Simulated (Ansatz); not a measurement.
The geometry is COD entry 1010978, unchecked; take it as a test cell. The listed cell was then made from it by scaling, straining or moving an atom.

KF: DFT, PBE, PAW with Ansatz's default frozen-core files, scalar-relativistic (Ansatz 0.2.0).

The relaxation starts from this cell:

```
CELL_PARAMETERS angstrom
0.00000 2.67185 2.67185
2.67185 0.00000 2.67185
2.67185 2.67185 0.00000
ATOMIC_POSITIONS crystal
K 0.03004 0.01369 0.98284
F 0.52085 0.49791 0.52123
```

Output:

```
Engine: ansatz 0.2.0
Pseudopotentials: kind: paw
Pseudopotential: K, paw, valence charge 9, recommended cutoff 420 eV (normal)
Pseudopotential: F, paw, valence charge 7, recommended cutoff 420 eV (normal)
Functional definition: PBE
  parameter kappa = 0.804
  parameter beta = 0.06672455060314922
  exchange = pbe_x(kappa = kappa, mu = beta*pi^2/3)
  correlation = pbe_c(beta = beta)
Crystal: 2 atoms, lattice volume = 38.148 Å³
Basis set: ecut = 420 eV, 725 PW (Γ), exchange–correlation on 54×54×54 points (8 copies of the dense FFT grid, shifted against one another)
Bands: 12, of which v1, the nominal top of the filled ones, is band 8 counted from 1 (7 counted from 0)
Symmetry: 1 space group operations
Space group: P1 (ITA 1), of the structure as read, at distance tolerance 3.4e-5 Å
k-points: 172 of 343 (time reversal used)
Non-local potential: K, projectors of the file, l = 0: 3, l = 1: 2, l = 2: 2
Non-local potential: F, projectors of the file, l = 0: 2, l = 1: 2, l = 2: 1
PAW form: soft (Blöchl's): semilocal exchange-correlation on the pseudo side does not see the compensation charge
PAW one-centre angular grid: K, 110 points (default); XC on 64 Gauss nodes
PAW one-centre angular grid: F, 110 points (default); XC on 64 Gauss nodes
Initial density: superposition of atomic densities (neutral atoms: chi_scale 0, normalization atom), corrected by the library's trained network
Initial wavefunctions: pseudopotential atomic-orbital guess
Functional: x = pbe(κ = 0.804, μ = 0.2195149727645171), c = pbe(β = 0.06672455060314922)
SCF iter   1: F=—  HF=-2348.784773 eV  |F-HF|=—  |Δ(HF+E_count)|=         —  Δρ=7.24e-4  dr2=1.07e-4  ethr=1.77e-3  ⟨swp⟩=6.1  Hψ=13746  notcnv=0
preconditioner: auto → none  [insulator: Δε(μ)=6.185 eV  Ē_g=17.601 eV  σ=0.020 eV  W_gap=1.00  n_scr=14 (ndim 8)  ℏωp=22.5 eV  f_vac=0.128  D(μ)=0.00/eV (n_scr^D=0)  ε∞_Penn≈2.6]
SCF iter   2: F=—  HF=-2348.784765 eV  |F-HF|=—  |Δ(HF+E_count)|=   7.44e-6  Δρ=1.14e-3  dr2=3.67e-4  ethr=6.67e-7  ⟨swp⟩=2.0  Hψ=5205  notcnv=0
SCF iter   3: F=—  HF=-2348.784700 eV  |F-HF|=—  |Δ(HF+E_count)|=   6.55e-5  Δρ=4.49e-4  dr2=6.41e-5  ethr=6.67e-7  ⟨swp⟩=2.0  Hψ=3244  notcnv=0
SCF iter   4: F=—  HF=-2348.784722 eV  |F-HF|=—  |Δ(HF+E_count)|=   2.19e-5  Δρ=1.69e-4  dr2=8.05e-6  ethr=4.00e-7  ⟨swp⟩=2.0  Hψ=3613  notcnv=0
SCF iter   5: F=—  HF=-2348.784721 eV  |F-HF|=—  |Δ(HF+E_count)|=   4.85e-7  Δρ=1.16e-4  dr2=3.88e-6  ethr=5.03e-8  ⟨swp⟩=1.0  Hψ=2064  notcnv=0
SCF iter   6: F=—  HF=-2348.784720 eV  |F-HF|=—  |Δ(HF+E_count)|=   8.37e-7  Δρ=4.79e-5  dr2=6.85e-7  ethr=2.42e-8  ⟨swp⟩=2.0  Hψ=2447  notcnv=0
SCF iter   7: F=-2348.784720 eV  HF=-2348.784720 eV  |F-HF|=1.30e-8  |Δ(HF+E_count)|=   1.65e-7  Δρ=7.30e-6  dr2=1.56e-8  ethr=6.25e-10  ⟨swp⟩=2.8  Hψ=6930  notcnv=0
SCF 1 converged in 7 iterations: F = -2348.784720 eV  dr2 = 1.56e-8
  greatest PAW one-centre occupation: 0.988 electrons in one spin orbital (limit 2), on the K atom at site 0 (counted from 0), in its partial waves of l = 0
relax step   1: F+E_penalty+E_count = -2348.78472002 eV  Δ(F+E_penalty+E_count) = +0.000e0 eV  max|allowed force component| = 1.252e-1 eV/Å  Δτ_max = 0.0000 Å  P = +1.582 GPa  Ω = 38.148 Å³  (7 SCF iters, dr2 threshold 1.00e-7 eV, accepted)
Crystal: 2 atoms, lattice volume = 39.673 Å³
Basis set: ecut = 420 eV, 749 PW (Γ), exchange–correlation on 54×54×54 points (8 copies of the dense FFT grid, shifted against one another)
Initial density: handed on by an earlier stage of this run
Initial wavefunctions: those handed on with the density
iter 1 solved again at ethr=6.91e-5 eV; its pass at ethr=3.10e-3 eV (dr2=1.10e-2 eV) is discarded
SCF iter   1: F=—  HF=-2348.801503 eV  |F-HF|=—  |Δ(HF+E_count)|=         —  Δρ=6.24e-3  dr2=1.10e-2  ethr=6.91e-5  ⟨swp⟩=2.0  Hψ=15559  notcnv=0
preconditioner: auto → none  [insulator: Δε(μ)=6.078 eV  Ē_g=17.504 eV  σ=0.020 eV  W_gap=1.00  n_scr=14 (ndim 8)  ℏωp=22.1 eV  f_vac=0.146  D(μ)=0.00/eV (n_scr^D=0)  ε∞_Penn≈2.6]
SCF iter   2: F=—  HF=-2348.797981 eV  |F-HF|=—  |Δ(HF+E_count)|=   3.52e-3  Δρ=3.42e-3  dr2=1.79e-3  ethr=6.86e-5  ⟨swp⟩=2.1  Hψ=3786  notcnv=0
SCF iter   3: F=—  HF=-2348.797720 eV  |F-HF|=—  |Δ(HF+E_count)|=   2.61e-4  Δρ=1.48e-3  dr2=4.66e-4  ethr=1.12e-5  ⟨swp⟩=2.0  Hψ=3939  notcnv=0
SCF iter   4: F=—  HF=-2348.797637 eV  |F-HF|=—  |Δ(HF+E_count)|=   8.33e-5  Δρ=5.28e-4  dr2=2.28e-5  ethr=2.91e-6  ⟨swp⟩=2.0  Hψ=2735  notcnv=0
SCF iter   5: F=—  HF=-2348.797643 eV  |F-HF|=—  |Δ(HF+E_count)|=   6.23e-6  Δρ=8.79e-5  dr2=5.96e-7  ethr=1.42e-7  ⟨swp⟩=2.7  Hψ=3347  notcnv=0
SCF iter   6: F=-2348.797644 eV  HF=-2348.797644 eV  |F-HF|=1.99e-8  |Δ(HF+E_count)|=   5.88e-7  Δρ=1.12e-5  dr2=1.73e-8  ethr=1.25e-9  ⟨swp⟩=4.0  Hψ=6372  notcnv=0
SCF 2 converged in 6 iterations: F = -2348.797644 eV  dr2 = 1.73e-8
  greatest PAW one-centre occupation: 0.987 electrons in one spin orbital (limit 2), on the K atom at site 0 (counted from 0), in its partial waves of l = 0
relax step   2: F+E_penalty+E_count = -2348.79764368 eV  Δ(F+E_penalty+E_count) = -1.292e-2 eV  max|allowed force component| = 4.101e-2 eV/Å  Δτ_max = 0.0360 Å  P = -0.054 GPa  Ω = 39.673 Å³  energy of the carried Pulay correction = -2.872e-3 eV  (6 SCF iters, dr2 threshold 2.00e-7 eV, accepted)
Crystal: 2 atoms, lattice volume = 39.602 Å³
iter 1 solved again at ethr=1.20e-5 eV; its pass at ethr=3.10e-3 eV (dr2=1.91e-3 eV) is discarded
SCF iter   1: F=—  HF=-2348.799925 eV  |F-HF|=—  |Δ(HF+E_count)|=         —  Δρ=2.98e-3  dr2=1.97e-3  ethr=1.20e-5  ⟨swp⟩=1.4  Hψ=14303  notcnv=0
preconditioner: auto → none  [insulator: Δε(μ)=5.981 eV  Ē_g=17.464 eV  σ=0.020 eV  W_gap=1.00  n_scr=14 (ndim 8)  ℏωp=22.1 eV  f_vac=0.140  D(μ)=0.00/eV (n_scr^D=0)  ε∞_Penn≈2.6]
SCF iter   2: F=—  HF=-2348.799231 eV  |F-HF|=—  |Δ(HF+E_count)|=   6.93e-4  Δρ=1.14e-3  dr2=1.53e-4  ethr=1.20e-5  ⟨swp⟩=2.0  Hψ=3583  notcnv=0
SCF iter   3: F=—  HF=-2348.799219 eV  |F-HF|=—  |Δ(HF+E_count)|=   1.27e-5  Δρ=4.26e-4  dr2=2.39e-5  ethr=9.54e-7  ⟨swp⟩=2.0  Hψ=2868  notcnv=0
SCF iter   4: F=—  HF=-2348.799215 eV  |F-HF|=—  |Δ(HF+E_count)|=   3.42e-6  Δρ=2.15e-4  dr2=7.37e-6  ethr=1.49e-7  ⟨swp⟩=2.0  Hψ=3268  notcnv=0
SCF iter   5: F=—  HF=-2348.799214 eV  |F-HF|=—  |Δ(HF+E_count)|=   1.02e-6  Δρ=6.37e-5  dr2=3.24e-7  ethr=4.61e-8  ⟨swp⟩=2.0  Hψ=2577  notcnv=0
SCF iter   6: F=-2348.799214 eV  HF=-2348.799214 eV  |F-HF|=2.93e-9  |Δ(HF+E_count)|=   9.49e-8  Δρ=1.11e-5  dr2=9.88e-9  ethr=6.57e-10  ⟨swp⟩=4.0  Hψ=6272  notcnv=0
SCF 3 converged in 6 iterations: F = -2348.799214 eV  dr2 = 9.88e-9
relax step   3: F+E_penalty+E_count = -2348.79921426 eV  Δ(F+E_penalty+E_count) = -1.571e-3 eV  max|allowed force component| = 8.849e-3 eV/Å  Δτ_max = 0.0186 Å  P = -0.018 GPa  Ω = 39.602 Å³  energy of the carried Pulay correction = -2.741e-3 eV  (6 SCF iters, dr2 threshold 1.05e-7 eV, accepted)
Initial wavefunctions: pseudopotential atomic-orbital guess (no wavefunctions were taken with the density)
iter 1 solved again at ethr=1.75e-6 eV; its pass at ethr=3.10e-3 eV (dr2=2.81e-4 eV) is discarded
SCF iter   1: F=—  HF=-2348.802784 eV  |F-HF|=—  |Δ(HF+E_count)|=         —  Δρ=3.44e-4  dr2=7.11e-6  ethr=1.75e-6  ⟨swp⟩=2.3  Hψ=17959  notcnv=0
preconditioner: auto → none  [insulator: Δε(μ)=5.989 eV  Ē_g=17.468 eV  σ=0.020 eV  W_gap=1.00  n_scr=14 (ndim 8)  ℏωp=22.1 eV  f_vac=0.140  D(μ)=0.00/eV (n_scr^D=0)  ε∞_Penn≈2.6]
SCF iter   2: F=—  HF=-2348.802815 eV  |F-HF|=—  |Δ(HF+E_count)|=   3.06e-5  Δρ=1.51e-4  dr2=3.39e-6  ethr=4.45e-8  ⟨swp⟩=2.0  Hψ=3271  notcnv=0
SCF iter   3: F=—  HF=-2348.802822 eV  |F-HF|=—  |Δ(HF+E_count)|=   7.75e-6  Δρ=9.12e-5  dr2=6.64e-7  ethr=2.12e-8  ⟨swp⟩=2.0  Hψ=2580  notcnv=0
SCF iter   4: F=—  HF=-2348.802825 eV  |F-HF|=—  |Δ(HF+E_count)|=   2.66e-6  Δρ=6.73e-6  dr2=5.43e-9  ethr=4.15e-9  ⟨swp⟩=2.0  Hψ=3268  notcnv=0
SCF iter   5: F=—  HF=-2348.802825 eV  |F-HF|=—  |Δ(HF+E_count)|=   2.12e-8  Δρ=1.02e-6  dr2=1.38e-10  ethr=3.40e-11  ⟨swp⟩=2.8  Hψ=3402  notcnv=0
SCF iter   6: F=-2348.802825 eV  HF=-2348.802825 eV  |F-HF|=5.46e-12  |Δ(HF+E_count)|=  2.61e-10  Δρ=1.05e-7  dr2=1.64e-12  ethr=1.00e-12  ⟨swp⟩=5.0  Hψ=8072  notcnv=0
SCF 4 converged in 6 iterations: F = -2348.802825 eV  dr2 = 1.64e-12
relax step   4: F+E_penalty+E_count = -2348.80282495 eV  Δ(F+E_penalty+E_count) = -3.611e-3 eV  max|allowed force component| = 8.874e-3 eV/Å  Δτ_max = 0.0000 Å  P = +0.165 GPa  Ω = 39.602 Å³  stress off target by 1.80e-1 GPa  SCF on the basis re-selected at this cell (its energy is not comparable with the rows above)  (6 SCF iters)
basis re-selected at this cell: Δ(F+E_penalty+E_count) = -3.611e-3 eV, ΔP = +0.183 GPa vs the last step (what re-selecting the basis moved, of the pressure what is left beyond the Pulay correction that the steps carried, after the strain that the cell walked since its last selection, with what the two solves' SCF thresholds leave and, on support functions, any second-order correction that the steps lacked; it is no measure of the basis error at this ecutwfc). This SCF's stress stands 1.80e-1 GPa from its target on what of the cell is left free (relax.cell.stress_tol is 5.00e-2 GPa) and its largest allowed force component is 8.87e-3 eV/Å (relax.f_tol is 1.00e-2 eV/Å): not within both, so this SCF does not close the relaxation
Crystal: 2 atoms, lattice volume = 39.800 Å³
iter 1 solved again at ethr=1.18e-6 eV; its pass at ethr=3.10e-3 eV (dr2=1.89e-4 eV) is discarded
SCF iter   1: F=—  HF=-2348.802706 eV  |F-HF|=—  |Δ(HF+E_count)|=         —  Δρ=8.60e-4  dr2=2.07e-4  ethr=1.18e-6  ⟨swp⟩=2.5  Hψ=14293  notcnv=0
preconditioner: auto → none  [insulator: Δε(μ)=5.977 eV  Ē_g=17.455 eV  σ=0.020 eV  W_gap=1.00  n_scr=14 (ndim 8)  ℏωp=22.0 eV  f_vac=0.143  D(μ)=0.00/eV (n_scr^D=0)  ε∞_Penn≈2.6]
SCF iter   2: F=—  HF=-2348.802641 eV  |F-HF|=—  |Δ(HF+E_count)|=   6.47e-5  Δρ=4.79e-4  dr2=3.68e-5  ethr=1.18e-6  ⟨swp⟩=2.0  Hψ=3093  notcnv=0
SCF iter   3: F=—  HF=-2348.802631 eV  |F-HF|=—  |Δ(HF+E_count)|=   1.06e-5  Δρ=1.98e-4  dr2=7.82e-6  ethr=2.30e-7  ⟨swp⟩=2.0  Hψ=3268  notcnv=0
SCF iter   4: F=—  HF=-2348.802629 eV  |F-HF|=—  |Δ(HF+E_count)|=   1.28e-6  Δρ=7.02e-5  dr2=4.25e-7  ethr=4.89e-8  ⟨swp⟩=2.0  Hψ=2567  notcnv=0
SCF iter   5: F=-2348.802630 eV  HF=-2348.802630 eV  |F-HF|=1.33e-8  |Δ(HF+E_count)|=   1.76e-7  Δρ=1.55e-5  dr2=1.81e-8  ethr=5.09e-10  ⟨swp⟩=4.0  Hψ=6517  notcnv=0
SCF 5 converged in 5 iterations: F = -2348.802630 eV  dr2 = 1.81e-8
relax step   5: F+E_penalty+E_count = -2348.80262962 eV  Δ(F+E_penalty+E_count) = +1.953e-4 eV  max|allowed force component| = 3.160e-4 eV/Å  Δτ_max = 0.0048 Å  P = +0.009 GPa  Ω = 39.800 Å³  energy of the carried Pulay correction = -3.695e-4 eV  (5 SCF iters, dr2 threshold 8.14e-8 eV, accepted)
iter 1 solved again at ethr=1.50e-6 eV; its pass at ethr=3.10e-3 eV (dr2=2.40e-4 eV) is discarded
SCF iter   1: F=—  HF=-2348.803004 eV  |F-HF|=—  |Δ(HF+E_count)|=         —  Δρ=4.17e-5  dr2=1.12e-7  ethr=1.50e-6  ⟨swp⟩=2.3  Hψ=18102  notcnv=0
eigensolver tolerance schedule: the retry pair's looser diagonalisation over-reported the residual by 2147.46 of it (diagonalisation noise at an unbounded share of the residual, at the tolerance the schedule requests for it); recorded, not acted on — ethr = c·dr2/N_el stays at c = 1.0e-1
preconditioner: auto → none  [insulator: Δε(μ)=5.964 eV  Ē_g=17.449 eV  σ=0.020 eV  W_gap=1.00  n_scr=14 (ndim 8)  ℏωp=22.0 eV  f_vac=0.142  D(μ)=0.00/eV (n_scr^D=0)  ε∞_Penn≈2.6]
SCF iter   2: F=—  HF=-2348.803001 eV  |F-HF|=—  |Δ(HF+E_count)|=   2.80e-6  Δρ=1.96e-5  dr2=6.33e-8  ethr=6.98e-10  ⟨swp⟩=2.1  Hψ=3503  notcnv=0
SCF iter   3: F=—  HF=-2348.803002 eV  |F-HF|=—  |Δ(HF+E_count)|=   4.02e-7  Δρ=1.16e-5  dr2=9.34e-9  ethr=3.96e-10  ⟨swp⟩=2.0  Hψ=2580  notcnv=0
SCF iter   4: F=—  HF=-2348.803002 eV  |F-HF|=—  |Δ(HF+E_count)|=   1.81e-7  Δρ=2.62e-6  dr2=5.67e-10  ethr=5.84e-11  ⟨swp⟩=2.0  Hψ=2948  notcnv=0
SCF iter   5: F=-2348.803002 eV  HF=-2348.803002 eV  |F-HF|=2.86e-10  |Δ(HF+E_count)|=   1.06e-8  Δρ=4.04e-7  dr2=1.67e-11  ethr=1.00e-12  ⟨swp⟩=4.0  Hψ=10035  notcnv=0
SCF 6 converged in 5 iterations: F = -2348.803002 eV  dr2 = 1.67e-11
relax step   6: F+E_penalty+E_count = -2348.80300201 eV  Δ(F+E_penalty+E_count) = -3.724e-4 eV  max|allowed force component| = 3.450e-4 eV/Å  Δτ_max = 0.0000 Å  P = +0.017 GPa  Ω = 39.800 Å³  stress off target by 2.41e-2 GPa  SCF on the basis re-selected at this cell (its energy is not comparable with the rows above)  (5 SCF iters)
basis re-selected at this cell: Δ(F+E_penalty+E_count) = -3.724e-4 eV, ΔP = +0.009 GPa vs the last step (what re-selecting the basis moved, of the pressure what is left beyond the Pulay correction that the steps carried, after the strain that the cell walked since its last selection, with what the two solves' SCF thresholds leave and, on support functions, any second-order correction that the steps lacked; it is no measure of the basis error at this ecutwfc). This SCF's stress stands 2.41e-2 GPa from its target on what of the cell is left free (relax.cell.stress_tol is 5.00e-2 GPa) and its largest allowed force component is 3.45e-4 eV/Å (relax.f_tol is 1.00e-2 eV/Å): within both
SCF converged after 5 iterations
Free energy (F): -2348.803002 eV
Harris-Foulkes:  -2348.803002 eV  (|F-HF|=2.86e-10)
Internal energy: -2348.803002 eV  (E = F + TS)
E sigma→0 (E₀):  -2348.803002 eV
Fermi energy:    4.181072 eV
--- Per-component energies (eV) ---
  E_band       = -130.626885
  E_kinetic    = 461.768382
  E_local      = -1132.873757  (includes V_loc(G=0)·N_el)
  E_nonlocal   = 85.890590
  E_hartree    = 409.029550
  E_xc         = -216.305153
  E_vxc        = -268.858590  (∫ρ·V_xc dr)
  E_paw        = -982.119046  (= ΣΔE_a)
  E_vpaw       = -94.614610  (= ΣTr[D̂ρ^β])
  E_aug_tail   = 0.002057  (compensation charges beyond the density's cutoff)
  E_ewald      = -974.195624
  E_smearing   = -0.000000  (= −TS)
  E_closure    = -0.000000  (closes the sum)
  Σ components = -2348.803002   (vs F -2348.803002, Δ=0.00e0)
--- Forces (eV/Å), atoms counted from 1 ---
  atom   1  K      0.00022511     0.00034565    -0.00026381
  atom   2  F     -0.00022434    -0.00034427     0.00026300
  max |Σ_I F_I| component: 1.38e-6 eV/Å
--- Stress (GPa, compression-positive) ---
        0.011905       0.000788      -0.000660
        0.000788       0.023984      -0.000845
       -0.000660      -0.000845       0.015893
  P = ⅓ Tr σ = 0.0173 GPa (0.173 kbar)
--- PAW observables at the nuclei: V_zz in 10²¹ V/m², potentials from the cell's mean, atoms counted from 1 ---
  atom   1  K  V_zz =    -0.006144   η = 0.5739   by run symmetry: allowed
            electrostatic potential = -2063.752940 V   contact ρ = 34766.860274 e/Å³
  atom   2  F  V_zz =    -0.001722   η = 0.7937   by run symmetry: allowed
            electrostatic potential = -736.246617 V   contact ρ = 3126.905610 e/Å³
--- Relaxed structure (4 steps of the walk, 4 accepted, 2 SCFs on fresh bases) ---
  F+E_penalty+E_count = -2348.80300201 eV   max|allowed force component| = 3.450e-4 eV/Å   (the final SCF, on the basis selected at the relaxed cell)
  cell:  # Å, volume = 39.7997 Å³
    - [-1.332760021051504e-5, 2.7095562669183506, 2.71005388048751]
    - [2.7102749833367183, 9.19595890821025e-6, 2.7100313569283907]
    - [2.7101282748309465, 2.7093870348534597, 0.00015590446468038234]
  atoms:
    - { symbol: K, position: [0.025454927996933656, 0.005824896190202749, 0.0019728598895429085] }
    - { symbol: F, position: [0.5254339220030662, 0.5057695638097973, 0.5020934401104571] }
```
